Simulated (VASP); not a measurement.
Here is a VASP 6.6.1 calculation.

Contents of INCAR:

```
  PREC = Accurate
  ENCUT = 520
  EDIFF = 1E-6
  ISMEAR = 0
  SIGMA = 0.028999999999999998
  LREAL = False
  LASPH = True
  NELM = 80
  ALGO = Normal
  ISIF = 2
  LWAVE = False
  LCHARG = False
  GGA = PE
  NBANDS = 21
```

The input KPOINTS:

```
regular mesh
0
Gamma
  8 8 8
```

The input POSCAR:

```
Ge
1.0
    0.0000000000      2.8289100000      2.8289100000
    2.8289100000      0.0000000000      2.8289100000
    2.8289100000      2.8289100000      0.0000000000
Ge
2
Direct
    0.7500000000      0.7500000000      0.7500000000
    0.5000000000      0.5000000000      0.5000000000
```

Potentials or basis: VASP PAW PBE potentials, release 64 (Ge_d).

Run with:

```console
$ cat potpaw_PBE.64/Ge_d/POTCAR > POTCAR
$ mpirun -np 1 vasp_std > vasp.out
```

(1) What does it give for the band gap on the k mesh?

(2) What does it give for the pressure?

Results:

(1) 0.03 eV, direct.

(2) 3.5 GPa.

**Measured values to compare with.**

From “Temperature-dependent photoluminescence in Ge: experiment and theory”, 2020, arxiv:2003.00143, for a bulk crystal of Ge at 0 K: band gap 0.744 eV (indirect).

Against the measured gap of Ge, 0.744 eV (indirect; 0 K; “Temperature-dependent photoluminescence in Ge: experiment and theory”, 2020, arxiv:2003.00143), the calculated 0.03 eV is off by -0.71 eV. 3 values of this kind are on record (0.666 to 0.807 eV); this one was drawn at random among those near their median. Spin-orbit coupling on Ge is left out. The value is that of PBE on a finite k mesh, which can miss the band edges, without temperature or zero-point motion. Semilocal functionals fall short of measured gaps as a rule.
